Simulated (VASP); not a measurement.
# CO₂: forms and broadenings of the independent-particle spectrum

CO₂, I-42d (no. 122), 6 atoms in the cell. PBE, independent-particle dielectric function; PAW potentials O, C (PBE set).

## Input

INCAR.step1:
```
PREC     = Accurate       # precision mode
ENCUT    = 460            # plane-wave cutoff, eV
ISMEAR   = 0              # smearing method
SIGMA    = 0.02           # smearing width, eV
EDIFF    = 1E-8           # SCF threshold, eV
LASPH    = True           # aspherical terms in the spheres
KPAR     = 4            
LWAVE    = False          # write WAVECAR
LCHARG   = False          # write CHGCAR
LEPSILON = True           # dielectric tensor by DFPT
```

INCAR.step2, as INCAR.step1 but for:
```
- LWAVE = False
- LEPSILON = True
+ LWAVE = True
+ NBANDS = 80
```

INCAR.step3, as INCAR.step2 but for:
```
- EDIFF = 1E-8
- LWAVE = True
+ EDIFF = 1E-7
+ LWAVE = False
+ LOPTICS = True
+ NEDOS = 2000
+ CSHIFT = 0.1
+ ALGO = None
+ NELM = 1
+ ISTART = 1
```

INCAR.step4, as INCAR.step3 but for:
```
+ LNABLA = True
```

INCAR.step5, as INCAR.step4 but for:
```
- LNABLA = True
+ LPEAD = True
+ IPEAD = 1
```

INCAR.step6, as INCAR.step5 but for:
```
- IPEAD = 1
+ IPEAD = 3
```

INCAR.step7 changes the same tag again: IPEAD = 4.

INCAR.step8, as INCAR.step7 but for:
```
- CSHIFT = 0.1
- LPEAD = True
- IPEAD = 4
+ CSHIFT = 0.2
```

INCAR.step9, as INCAR.step8 but for:
```
- CSHIFT = 0.2
+ CSHIFT = 0.5
```

INCAR.step10 changes the same tag again: CSHIFT = 0.3.

INCAR.step11, as INCAR.step10 but for:
```
- ISMEAR = 0
- CSHIFT = 0.3
+ ISMEAR = -5
+ CSHIFT = 0.1
```

INCAR.step12, as INCAR.step11 but for:
```
- ISMEAR = -5
- SIGMA = 0.02
+ ISMEAR = 0
+ SIGMA = 0.2
```

INCAR.step13, as INCAR.step12 but for:
```
- SIGMA = 0.2
+ SIGMA = 0.02
+ OMEGAMAX = 12
```

INCAR.step14, as INCAR.step13 but for:
```
- OMEGAMAX = 12
+ OMEGAMAX = 60
```

KPOINTS:
```
k-points
0
Gamma
  6 6 6
```

POSCAR:
```
CO2
1.0
   -1.9747270000      1.9747270000      3.0140580000
    1.9747270000     -1.9747270000      3.0140580000
    1.9747270000      1.9747270000     -3.0140580000
O C
4 2
Direct
    0.8750000000      0.9597980000      0.5847980000
    0.3750000000      0.2902020000      0.4152020000
    0.0402020000      0.6250000000      0.9152020000
    0.7097980000      0.1250000000      0.0847980000
    0.0000000000      0.0000000000      0.0000000000
    0.7500000000      0.2500000000      0.5000000000
```

Commands (each step's output is kept before the next begins):
```
cat potpaw_PBE.64/O/POTCAR potpaw_PBE.64/C/POTCAR > POTCAR
cp INCAR.step1 INCAR
mpirun -np 4 vasp_std > vasp.out
rm WAVECAR CHG
cp INCAR.step2 INCAR
mpirun -np 4 vasp_std > vasp.out
cp INCAR.step3 INCAR
mpirun -np 4 vasp_std > vasp.out
cp INCAR.step4 INCAR
mpirun -np 4 vasp_std > vasp.out
cp INCAR.step5 INCAR
mpirun -np 4 vasp_std > vasp.out
cp INCAR.step6 INCAR
mpirun -np 4 vasp_std > vasp.out
cp INCAR.step7 INCAR
mpirun -np 4 vasp_std > vasp.out
cp INCAR.step8 INCAR
mpirun -np 4 vasp_std > vasp.out
cp INCAR.step9 INCAR
mpirun -np 4 vasp_std > vasp.out
cp INCAR.step10 INCAR
mpirun -np 4 vasp_std > vasp.out
cp INCAR.step11 INCAR
mpirun -np 4 vasp_std > vasp.out
cp INCAR.step12 INCAR
mpirun -np 4 vasp_std > vasp.out
cp INCAR.step13 INCAR
mpirun -np 4 vasp_std > vasp.out
cp INCAR.step14 INCAR
mpirun -np 4 vasp_std > vasp.out
```

## Result

- Direct gap on the mesh (eV): 8.10
- Gap on the mesh (eV): 7.66
- Bands: 80

One ground state, settings moved in the last step alone:

| Settings | ε at zero frequency | Mean energy of the absorption, weighted by Im ε (eV) | Time (s) |
|---|---|---|---|
| longitudinal form, CSHIFT 0.1 | 3.37 | 13.33 | 4 |
| transversal form (LNABLA) | 3.12 | 13.33 | 4 |
| finite differences (LPEAD), order 1 | 3.29 | 13.46 | 5 |
| finite differences (LPEAD), order 3 | 3.37 | 13.34 | 11 |
| finite differences (LPEAD), order 4 | 3.37 | 13.34 | 14 |
| CSHIFT 0.2 | 3.37 | 13.31 | 4 |
| CSHIFT 0.5 | 3.37 | 13.23 | 4 |
| CSHIFT 0.3 | 3.37 | 13.28 | 4 |
| tetrahedron method | 3.37 | 13.35 | 5 |
| SIGMA 0.2 | 3.37 | 13.33 | 5 |
| OMEGAMAX 12, which cuts the spectrum short | 2.06 | – | 4 |
| OMEGAMAX 60 | 3.36 | 13.33 | 4 |

The mean energy covers the spectrum up to 20 eV.

On the same mesh, density-functional perturbation theory with local fields gives ε = 3.20.

Limits: The 6×6×6 mesh is coarse for a spectrum: peaks stand apart that a denser mesh merges.

VASP 6.6.1 took 212 s on 4 cores (Intel Xeon Platinum 8488C (Sapphire Rapids)), a shared host.
